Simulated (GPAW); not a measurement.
Runs of GPAW 26.7.0 on BaTiO3. It takes space group P4mm (No. 99, tetragonal). Conventional cell: a = 4.000 Å, b = 4.000 Å, c = 4.018 Å, α = 90.00°, β = 90.00°, γ = 90.00°. Ba (site symmetry 4mm) is surrounded by 12 O at 2.79 to 2.88 Å. Ti (site symmetry 4mm) has 6 O at 1.89 to 2.13 Å as nearest neighbours. Around O (site symmetry 2mm) lie 2 Ti at 2.00 Å. O (site symmetry 4mm) is surrounded by 2 Ti at 1.89 to 2.13 Å. 

```csv
task,level,potentials or basis,spin,cell,eigensolver,optimizer,fmax,max steps,target pressure,gap on the mesh (eV),pressure (GPa),relaxed volume (Å³/atom),largest force (eV/Å)
relaxation of cell and atoms,BLYP+D3,"PAW data sets generated in the run's folder for this functional, pw",off,relaxed,davidson,BFGS,0.01 eV/Å,40,-,1.83,0.0,13.49,0.01
relaxation of cell and atoms,revTPSS,"GPAW PAW data sets (gpaw-data 1.2.1), pw",off,relaxed to -2 GPa,davidson,LBFGS,0.01 eV/Å,40,-2 GPa,1.88,-2.1,-,0.01
relaxation of cell and atoms,BP86+D3,"PAW data sets generated in the run's folder for this functional, pw",off,relaxed,-,BFGS,0.01 eV/Å,100,-,1.84,0.1,12.90,0.01
relaxation of cell and atoms,revPBE,"the program's PAW data sets (release 1.2.1) made for this functional, pw",off,relaxed,-,BFGS,0.01 eV/Å,40,-,1.81,0.0,(c),-
band structure,PBEsol,"PAW data sets generated in the run's folder for this functional, pw","SOC, no magnetisation",as given,-,-,-,-,-,(a),(b),-,0.32
relaxation of cell and atoms,PBEsol+D3(BJ),"PAW data sets generated in the run's folder for this functional, pw",off,relaxed to -1 GPa,-,LBFGS,0.05 eV/Å,40,-1 GPa,1.81,-1.2,-,0.03
band structure,LDA,"JTH PAW 2.0, LDA, pw",off,as given,-,-,-,-,-,1.69,-7.6,-,0.46
```

Alike in all rows: k mesh 4 × 4 × 4; cutoff (eV) 800; smearing fermi-dirac 0.05 eV.

Q: Fill in the values left out.

A: (a) 1.75; (b) -2.3; (c) 13.92.

Caveats: spin-orbit coupling is left out, which moves the levels of the heavy elements (some runs); later steps reuse the first step's grids (some runs); the PAW data sets were made with another functional, which shifts forces and pressure a little (some runs); spin-orbit coupling was added after a scalar SCF, so levels and gaps hold it while energy, forces, pressure and moments don't (some runs); this program's spin-orbit splittings come out too wide for heavy elements (some runs); this set's barium file shifts pressures by 1.5 GPa and gaps by 0.1 eV against other sets (some runs); the program truncates these outside data sets (some runs).

A k mesh can miss the band edges, and rows without SOC leave out spin-orbit coupling on Ba.

Runs at the PBE level aren't shown here.
